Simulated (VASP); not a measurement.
# ZnS (F-43m) in VASP: a series of runs

Runs on ZnS. Level: PBEsol. Tasks: dielectric tensor, phonons.

Program: VASP 6.6.1. These are calculated values, not measurements. Logs are shortened: lines on timing, memory, paths and dates and some standing lists are left out, and cuts for length are marked.

**What was measured.**

A printed reference work, monograph reports, for a bulk crystal of ZnS: high-frequency dielectric constant 5.14.

How close the calculation comes is told below.

## Step 1: The crystal as given

The structure is cubic, space group F-43m (No. 216). Conventional cell: a = 5.397 Å, b = 5.397 Å, c = 5.397 Å, α = 90.00°, β = 90.00°, γ = 90.00°. Zn (site symmetry -43m) has 4 S at 2.34 Å as nearest neighbours. Around S (site symmetry -43m) lie 4 Zn at 2.34 Å.

## Step 2: Dielectric tensor, PBEsol

Contents of INCAR:

```
PREC = Accurate
ENCUT = 600
EDIFF = 1E-8
ISMEAR = 0
SIGMA = 0.03
LREAL = F
LASPH = T
NELM = 80
ALGO = Normal
ISIF = 2
LWAVE = F
LCHARG = F
GGA = PS
LEPSILON = T
```

Contents of KPOINTS:

```
Automatic mesh
0
Monkhorst-Pack
  14 14 14
```

Contents of POSCAR:

```
ZnS                                     
1.0
    0.0000000000      2.6982527358      2.6982527358
    2.6982527358      0.0000000000      2.6982527358
    2.6982527358      2.6982527358     -0.0000000000
  Zn              S             
     1     1
Direct
     0.2500000000000000    0.2500000000000000    0.2500000000000000
     0.0000000000000000    0.0000000000000000    0.0000000000000000
```

Potentials or basis: VASP PAW PBE potentials, release 64 (Zn, S).

Command:

```sh
$ cat potpaw_PBE.64/Zn/POTCAR potpaw_PBE.64/S/POTCAR > POTCAR
$ mpirun -np 1 vasp_std > vasp.out
```

OUTCAR:

```text
PREC = Accurate
   ENCUT = 600
   EDIFF = 1E-8
   ISMEAR = 0
   LREAL = F
   LASPH = T
   NELM = 80
   ISIF = 2
   GGA = PS
   LEPSILON = T

 ion  position               nearest neighbor table
   1  0.250  0.250  0.250-   2 2.34   2 2.34   2 2.34   2 2.34
   2  0.000  0.000  0.000-   1 2.34   1 2.34   1 2.34   1 2.34

  LATTYP: Found a face centered cubic cell.
 ALAT       =     5.3965054716

  Lattice vectors:

 A1 = (   0.0000000000,   2.6982527358,   2.6982527358)
 A2 = (   2.6982527358,   0.0000000000,   2.6982527358)
 A3 = (   2.6982527358,   2.6982527358,   0.0000000000)

Analysis of symmetry for initial positions (statically):
=====================================================================
 Subroutine PRICEL returns:
 Original cell was already a primitive cell.

 Routine SETGRP: Setting up the symmetry group for a
 face centered cubic supercell.

 Subroutine GETGRP returns: Found 24 space group operations
 (whereof 24 operations were pure point group operations)
 out of a pool of 48 trial point group operations.

The static configuration has the point symmetry T_d .

Analysis of symmetry for dynamics (positions and initial velocities):
=====================================================================
 Subroutine PRICEL returns:
 Original cell was already a primitive cell.

 Routine SETGRP: Setting up the symmetry group for a
 face centered cubic supercell.

 Subroutine GETGRP returns: Found 24 space group operations
 (whereof 24 operations were pure point group operations)
 out of a pool of 48 trial point group operations.

The dynamic configuration has the point symmetry T_d .

 Subroutine INISYM returns: Found 24 space group operations
 (whereof 24 operations are pure point group operations),
 and found     1 'primitive' translations

----------------------------------------------------------------------------------------

                                     Primitive cell

  volume of cell :      39.2896

  direct lattice vectors                    reciprocal lattice vectors
     0.000000000  2.698252736  2.698252736    -0.185305103  0.185305103  0.185305103
     2.698252736  0.000000000  2.698252736     0.185305103 -0.185305103  0.185305103
     2.698252736  2.698252736  0.000000000     0.185305103  0.185305103 -0.185305103

  length of vectors
     3.815905614  3.815905614  3.815905614     0.320957853  0.320957853  0.320957853

  position of ions in fractional coordinates (direct lattice)
     0.250000000  0.250000000  0.250000000
     0.000000000  0.000000000  0.000000000

  ion indices of the primitive-cell ions
   primitive index   ion index
                 1           1
                 2           2

----------------------------------------------------------------------------------------

 KPOINTS: Automatic mesh

Automatic generation of k-mesh.
 Grid dimensions read from file:
 generate k-points for:   14   14   14

 Generating k-lattice:

  Cartesian coordinates                     Fractional coordinates (reciprocal lattice)
    -0.013236079  0.013236079  0.013236079     0.071428571  0.000000000  0.000000000
     0.013236079 -0.013236079  0.013236079     0.000000000  0.071428571  0.000000000
     0.013236079  0.013236079 -0.013236079     0.000000000  0.000000000  0.071428571

  Length of vectors
     0.022925561  0.022925561  0.022925561

  Shift w.r.t. Gamma in fractional coordinates (k-lattice)
     0.500000000  0.500000000  0.500000000

 Subroutine IBZKPT returns following result:
 ===========================================

 Found    280 irreducible k-points:

 Following reciprocal coordinates:
            Coordinates               Weight
  0.035714  0.035714  0.035714      8.000000
  0.107143  0.035714  0.035714     24.000000
[... 77 lines left out ...]
   NGX = 15   NGY = 15   NGZ = 15

--------------------------------------- Ionic step        1  -------------------------------------------

 number of electron      18.0000017 magnetization

 E-fermi :   2.1769     XC(G=0):  -9.8693

 val. band max:        2.0380316440   @ k =   0.0357   0.0357   0.0357
 cond. band min:       4.1609018584   @ k =   0.0357   0.0357   0.0357
 fundamental gap:      2.1228702145
 Fermi energy:         2.1768937342

 k-point     1 :       0.0357    0.0357    0.0357
  band No.  band energies     occupation
      1     -11.1225      2.00000
      2      -4.3370      2.00000
      3      -4.3348      2.00000
      4      -4.3348      2.00000
      5      -3.8327      2.00000
      6      -3.8327      2.00000
      7       1.9163      2.00000
      8       2.0380      2.00000
      9       2.0380      2.00000
     10       4.1609      0.00000
     11       8.3375      0.00000
     12       8.3808      0.00000
     13       8.3808      0.00000
[... 354 lines left out ...]
  band No.  band energies     occupation
      1     -10.5113      2.00000
      2      -4.2659      2.00000
      3      -4.2376      2.00000
      4      -4.2184      2.00000
      5      -3.8431      2.00000
      6      -3.8069      2.00000
      7      -1.4494      2.00000
      8       0.9017      2.00000
      9       1.4784      2.00000
     10       5.8670      0.00000
     11       8.6280      0.00000
     12       9.2157      0.00000
     13       9.3325      0.00000

 [... further k-points ...]

  FORCE on cell =-STRESS in cart. coord.  units (eV):
  Direction    XX          YY          ZZ          XY          YZ          ZX
  --------------------------------------------------------------------------------------
  -------------------------------------------------------------------------------------
  Total       -0.3666603     -0.3666603     -0.3666603      0.0000000      0.0000000      0.0000000
  in kB      -14.9519077    -14.9519077    -14.9519077      0.0000000      0.0000000      0.0000000
  external PRESSURE =     -14.9519077 kB  Pullay stress =       0.0000000 kB

 VOLUME and BASIS-vectors are now :
 -----------------------------------------------------------------------------
  energy-cutoff  :      600.00
  volume of cell :       39.29
      direct lattice vectors                 reciprocal lattice vectors
     0.000000000  2.698252736  2.698252736    -0.185305103  0.185305103  0.185305103
     2.698252736  0.000000000  2.698252736     0.185305103 -0.185305103  0.185305103
     2.698252736  2.698252736  0.000000000     0.185305103  0.185305103 -0.185305103

 POSITION                                       TOTAL-FORCE (eV/Angst)
 -----------------------------------------------------------------------------------
      1.34913      1.34913      1.34913         0.000000      0.000000      0.000000
      0.00000      0.00000      0.00000        -0.000000     -0.000000     -0.000000
 -----------------------------------------------------------------------------------
    total drift:                               -0.000000     -0.000000     -0.000000

  FREE ENERGIE OF THE ION-ELECTRON SYSTEM (eV)
  ---------------------------------------------------
  free  energy   TOTEN  =        -7.5856687473 eV

  energy  without entropy=       -7.5856687473  energy(sigma->0) =       -7.58566875

 HEAD OF MICROSCOPIC STATIC DIELECTRIC TENSOR (INDEPENDENT PARTICLE, excluding Hartree and local field effects)
 ------------------------------------------------------
           6.509232     0.000000     0.000000
          -0.000000     6.509232     0.000000
          -0.000000    -0.000000     6.509232
 ------------------------------------------------------

 Free energy of the ion-electron system (eV)
  ---------------------------------------------------
  ---------------------------------------------------
  free energy    TOTEN  =        -0.58960739 eV

  energy without entropy =       -0.58960739

------------------------ aborting loop because EDIFF is reached ----------------------------------------

--------------------------------------- Ionic step        2  -------------------------------------------

------------------------ aborting loop because EDIFF is reached ----------------------------------------

--------------------------------------- Ionic step        3  -------------------------------------------

 Free energy of the ion-electron system (eV)
  ---------------------------------------------------
  ---------------------------------------------------
  free energy    TOTEN  =        -0.58960713 eV

  energy without entropy =       -0.58960713

------------------------ aborting loop because EDIFF is reached ----------------------------------------

 PIEZOELECTRIC TENSOR FIELD DIRECTION 3  (e Angst)
 -----------------------------------------------------------------------------
    -0.00010  1.66191  0.00000           (  0.00000 -0.00828  0.00000)
     1.66191 -0.00010  0.00000           ( -0.00828  0.00000  0.00000)
     0.00000  0.00000 -0.00087           (  0.00000  0.00000  0.00000)

 PIEZOELECTRIC TENSOR FIELD DIRECTION 3  (C/m^2)
 -----------------------------------------------------------------------------
    -0.00004  0.67770  0.00000
     0.67770 -0.00004  0.00000
     0.00000  0.00000 -0.00036

 MACROSCOPIC STATIC DIELECTRIC TENSOR (including local field effects in DFT)
 ------------------------------------------------------
           6.073224     0.000000    -0.000000
          -0.000000     6.073224    -0.000000
           0.000000     0.000000     6.073224
 ------------------------------------------------------

 PIEZOELECTRIC TENSOR (including local field effects)  for field in x, y, z        (e  Angst)
          XX          YY          ZZ          XY          YZ          ZX
  --------------------------------------------------------------------------------
  x     0.00000    -0.00000    -0.00000     0.00000     1.66535    -0.00000
  y     0.00000    -0.00000     0.00000     0.00000    -0.00000     1.66535
  z    -0.00000    -0.00000     0.00000     1.66535     0.00000    -0.00000

 PIEZOELECTRIC TENSOR (including local field effects)  for field in x, y, z        (C/m^2)
          XX          YY          ZZ          XY          YZ          ZX
  --------------------------------------------------------------------------------
  x     0.00000    -0.00000    -0.00000     0.00000     0.67911    -0.00000
  y     0.00000    -0.00000     0.00000     0.00000    -0.00000     0.67911
  z    -0.00000    -0.00000     0.00000     0.67911     0.00000    -0.00000

 BORN EFFECTIVE CHARGES (including local field effects) (in |e|, cummulative output)
 ---------------------------------------------------------------------------------
 ion    1
    1     1.99010     0.00000     0.00000
    2     0.00000     1.99010     0.00000
    3     0.00000     0.00000     1.99010
 ion    2
    1    -1.99010     0.00000     0.00000
    2     0.00000    -1.99010     0.00000
    3     0.00000     0.00000    -1.99010
```

Wall time 47 min (1 thread of AMD EPYC 9R14 (Zen 4), shared host); peak memory 1.9 GiB.

What came out:

* Electronic dielectric tensor (diagonal): 6.07
* Born charges (mean of the diagonal): Zn +1.99; S -1.99 e

Electronic dielectric tensor:
```
6.07 0.00 0.00
0.00 6.07 0.00
0.00 0.00 6.07
```

Born effective charge tensors (e):
atom 1, Zn
```
1.99 0.00 0.00
0.00 1.99 0.00
0.00 0.00 1.99
```
atom 2, S
```
-1.99  0.00  0.00
 0.00 -1.99  0.00
 0.00  0.00 -1.99
```

Caveat: the PAW data sets were made with another functional, which shifts forces and pressure a little.

## Step 3: Phonons, PBEsol, target pressure 1.5 GPa, at which the enthalpy is minimised

This run uses another cell than the first one, of 19.26 Å³/atom, 0.980 times its volume.

Contents of POSCAR:

```
ZnS
1.0
    0.0000000000      2.6803314388      2.6803314388
    2.6803314388      0.0000000000      2.6803314388
    2.6803314388      2.6803314388      0.0000000000
  Zn              S
     1     1
Direct
     0.2500000000000000    0.2500000000000000    0.2500000000000000
     0.0000000000000000    0.0000000000000000    0.0000000000000000
```

Contents of INCAR.step1:

```
PREC = Accurate
ENCUT = 600
EDIFF = 1E-8
ISMEAR = 0
SIGMA = 0.03
LREAL = F
LASPH = T
NELM = 80
ALGO = Normal
ISIF = 3
LWAVE = F
LCHARG = F
GGA = PS
PSTRESS = 15.0
IBRION = 2
NSW = 40
EDIFFG = -0.002
```

Contents of INCAR.step2:

```
PREC = Accurate
ENCUT = 600
EDIFF = 1E-8
ISMEAR = 0
SIGMA = 0.03
LREAL = F
LASPH = T
NELM = 80
ALGO = Normal
ISIF = 2
LWAVE = F
LCHARG = F
GGA = PS
PSTRESS = 15.0
IBRION = 6
NFREE = 2
POTIM = 0.015
NSW = 1
```

Contents of KPOINTS:

```
Automatic mesh
0
Gamma
  10 10 10
```

Potentials or basis: VASP PAW PBE potentials, release 64 (Zn, S).

Command:

```sh
$ cat potpaw_PBE.64/Zn/POTCAR potpaw_PBE.64/S/POTCAR > POTCAR
$ cp INCAR.step1 INCAR
$ mpirun -np 1 vasp_std > vasp.out
$ cp CONTCAR POSCAR
$ cp INCAR.step2 INCAR
$ mpirun -np 1 vasp_std > vasp.out
```

OUTCAR:

```text
PREC = Accurate
   ENCUT = 600
   EDIFF = 1E-8
   ISMEAR = 0
   LREAL = F
   LASPH = T
   NELM = 80
   ISIF = 2
   GGA = PS
   PSTRESS = 15.0
   IBRION = 6
   NFREE = 2
   POTIM = 0.015
   NSW = 1

 ion  position               nearest neighbor table
   1  0.250  0.250  0.250-   2 2.31   2 2.31   2 2.31   2 2.31
   2  0.000  0.000  0.000-   1 2.31   1 2.31   1 2.31   1 2.31

  LATTYP: Found a face centered cubic cell.
 ALAT       =     5.3283276249

  Lattice vectors:

 A1 = (   0.0000000000,   2.6641638125,   2.6641638125)
 A2 = (   2.6641638125,   0.0000000000,   2.6641638125)
 A3 = (   2.6641638125,   2.6641638125,   0.0000000000)

Analysis of symmetry for initial positions (statically):
=====================================================================
 Subroutine PRICEL returns:
[... 734 lines left out ...]
  -------------------------------------------------------------------------------------
  Total        0.3549959      0.3572710      0.3572710      0.0000000     -0.1017743      0.0000000
  in kB       15.0390779     15.1354574     15.1354574      0.0000000     -4.3115740      0.0000000
  external PRESSURE =       0.1033309 kB  Pullay stress =      15.0000000 kB
[... 21 lines left out ...]
  energy  without entropy=       -7.5850163896  energy(sigma->0) =       -7.58501639

  enthalpy is  TOTEN    =        -7.2309428707 eV   P V=        0.3540735189

 INTERNAL STRAIN TENSORS FROM DISPLACED ATOMS
 ============================================

 INTERNAL STRAIN TENSOR FOR ION    1 for displacements in x,y,z  (eV/Angst):
          X           Y           Z          XY          YZ          ZX
  --------------------------------------------------------------------------------
  x     0.00000     0.00000     0.00000     0.00000    -6.78158     0.00000
  y     0.00000     0.00000     0.00000     0.00000     0.00000    -6.78158
  z     0.00000     0.00000     0.00000    -6.78158     0.00000     0.00000

 INTERNAL STRAIN TENSOR FOR ION    2 for displacements in x,y,z  (eV/Angst):
          X           Y           Z          XY          YZ          ZX
  --------------------------------------------------------------------------------
  x    -0.00000     0.00000     0.00000     0.00000     6.78444     0.00000
  y     0.00000    -0.00000     0.00000     0.00000     0.00000     6.78444
  z     0.00000     0.00000    -0.00000     6.78444     0.00000     0.00000

 Eigenvectors and eigenvalues of the dynamical matrix
 ----------------------------------------------------

   1 f  =    8.611828 THz    54.109712 2PiTHz  287.259667 cm-1    35.615643 meV
             X         Y         Z           dx          dy          dz
      1.332082  1.332082  1.332082     0.000000    0.000000   -0.573544
      0.000000  0.000000  0.000000     0.000000    0.000000    0.819175
[... 21 lines left out ...]
   6 f/i=    0.000711 THz     0.004465 2PiTHz    0.023706 cm-1     0.002939 meV
             X         Y         Z           dx          dy          dz
      1.332082  1.332082  1.332082    -0.579244    0.579244    0.000000
      0.000000  0.000000  0.000000    -0.405557    0.405557    0.000000

 ELASTIC MODULI CONTR FROM IONIC RELAXATION (kBar)
 Direction    XX          YY          ZZ          XY          YZ          ZX
 --------------------------------------------------------------------------------
 XX          -0.0000      0.0000      0.0000      0.0000      0.0000      0.0000
 YY           0.0000     -0.0000      0.0000      0.0000      0.0000      0.0000
 ZZ           0.0000      0.0000     -0.0000      0.0000      0.0000      0.0000
 XY           0.0000      0.0000      0.0000   -298.5603      0.0000      0.0000
 YZ           0.0000      0.0000      0.0000      0.0000   -298.5603      0.0000
 ZX           0.0000      0.0000      0.0000      0.0000      0.0000   -298.5603
 --------------------------------------------------------------------------------
```

OSZICAR.step1:

```text
N       E                     dE             d eps       ncg     rms          rms(c)
DAV:   1     0.866251686677E+02    0.86625E+02   -0.97211E+03  1222   0.183E+03
[... 31 lines left out ...]
DAV:   3    -0.758625140523E+01    0.11872E-02   -0.13854E-03  1272   0.387E-01    0.137E-01
DAV:   4    -0.758595725458E+01    0.29415E-03   -0.16193E-04  1458   0.214E-01    0.624E-02
DAV:   5    -0.758591119908E+01    0.46056E-04   -0.43489E-05  1862   0.141E-01    0.128E-02
DAV:   6    -0.758591058857E+01    0.61051E-06   -0.13770E-05  1282   0.471E-02    0.566E-03
DAV:   7    -0.758591096797E+01   -0.37940E-06   -0.58699E-07  1497   0.158E-02    0.257E-03
DAV:   8    -0.758591094073E+01    0.27242E-07   -0.17834E-07  1422   0.645E-03    0.179E-04
DAV:   9    -0.758591093343E+01    0.72928E-08   -0.41701E-09   661   0.776E-04
   3 F= -.72318374E+01 E0= -.72318374E+01  d E =-.326838E-02
```

Run time: 3.3 min. Hardware: 1 thread of AMD EPYC 9R14 (Zen 4), shared host; peak memory 0.29 GiB.

What came out:

```yaml
Relaxed_volume: 18.91 Å³/atom
Relaxed_cell: a = 3.768 Å, b = 3.768 Å, c = 3.768 Å, α = 60.00°, β = 60.00°, γ = 60.00°
Space_group_after_relaxing_to_0.05_Å: F-43m (No. 216)
Highest_phonon_frequency_at_Γ_LO-TO_splitting_left_out: 287 cm⁻¹
```

Step by step:
```tsv
step	energy change (eV)	largest force (eV/Å)	pressure (GPa)	volume (Å³)
1	0.0000	0.0000	0.01	38.51
2	0.0066	0.0000	2.18	37.53
3	0.0032	0.0000	1.50	37.82
```

Final structure:
```cif
data_structure
_symmetry_space_group_name_H-M 'P 1'
_symmetry_Int_Tables_number 1
_cell_length_a 3.7677
_cell_length_b 3.7677
_cell_length_c 3.7677
_cell_angle_alpha 60.000
_cell_angle_beta 60.000
_cell_angle_gamma 60.000
_cell_volume 37.82
loop_
_atom_site_label
_atom_site_type_symbol
_atom_site_fract_x
_atom_site_fract_y
_atom_site_fract_z
_atom_site_occupancy
Zn1 Zn 0.25000 0.25000 0.25000 1
S1 S 0.00000 0.00000 0.00000 1
```

Phonon frequencies in cm⁻¹ (negative: imaginary):
```csv
q point,frequencies
"(0.000, 0.000, 0.000)",0 0 0 287 287 287
```

Caveat: the PAW data sets were made with another functional, which shifts forces and pressure a little.

## Step 4: Comparison with measurements

Step 2. A measured high-frequency dielectric constant of ZnS is 5.14 (a printed reference work, monograph); the calculated 6.07 misses it by +18.2 %.
